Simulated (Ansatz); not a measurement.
## The band gap of InP, sorted by core time

It takes space group F-43m (No. 216, cubic). Conventional cell: a = 5.861 Å, b = 5.861 Å, c = 5.861 Å, α = 90.00°, β = 90.00°, γ = 90.00°. In (site symmetry -43m) is surrounded by 4 P at 2.54 Å. P (site symmetry -43m) is surrounded by 4 In at 2.54 Å.

```tsv
rung	level	program and potentials	cutoff (eV)	k mesh	task	spin	core time	chip	band gap (eV)	miss (eV)	notes
GGA	PBE	Ansatz, Ansatz PAW	420	8 × 8 × 8	band structure	off	7.4 s	Arm Neoverse V1	0.72	-0.70	-
GGA	BLYP	Ansatz, Ansatz PAW	420	8 × 8 × 8	band structure	off	7.7 s	Intel Xeon	0.60	-0.82	potentials made for PBE, which Ansatz adapts in part
meta-GGA	r2SCAN	Ansatz, Ansatz PAW	500	8 × 8 × 8	band structure	off	15 s	Arm Neoverse V1	1.16	-0.26	potentials made for PBE, which Ansatz adapts in part
GGA	PBE	Ansatz, Ansatz PAW	420	14 × 14 × 14	single point	off	18 s	Intel Xeon Skylake/Cascade Lake	0.72	-0.70	-
GGA	PBE	Ansatz, Ansatz PAW	420	6 × 6 × 6	band structure	SOC, no magnetisation	27 s	Arm Neoverse V1	(a)	?	-
meta-GGA	r2SCAN	Ansatz, Ansatz PAW	500	6 × 6 × 6	band structure	SOC, no magnetisation	88 s	Intel Xeon	(b)	?	potentials made for PBE, which Ansatz adapts in part
hybrid	HSEsol	Ansatz, Ansatz PAW	420	4 × 4 × 4	band structure	off	3 min	Arm Neoverse V1	1.42	+0.00	coarse mesh; potentials made for PBE, which Ansatz adapts in part
hybrid	r2SCAN0	Ansatz, Ansatz PAW	500	4 × 4 × 4	band structure	off	5.3 min	Intel Xeon	2.45	+1.03	coarse mesh; potentials made for PBE, which Ansatz adapts in part
```

Times are single runs on shared hosts and different chips, so they are rough; meshes, cutoffs and the tasks' sizes weigh on the time. Gaps are the least found on the k mesh or the band path, and a mesh can miss the band edges. The cell comes from a database and isn't always the measured one. Meshes differ between rows, which moves values too. All levels ran on this one cell, unrelaxed unless noted. Meshes are those of the run's cell of 2 atoms unless a note names another. Misses use the values as printed. Runs on faulty files, with rough fits or with known faults for this quantity aren't shown.

Measured: 1.42 eV (arxiv:cond-mat/0006134). The runs are for a static lattice.

Q: Estimate the values left out from the other rows.

A: (a) 0.69 eV, miss -0.73; (b) 1.14 eV, miss -0.28.
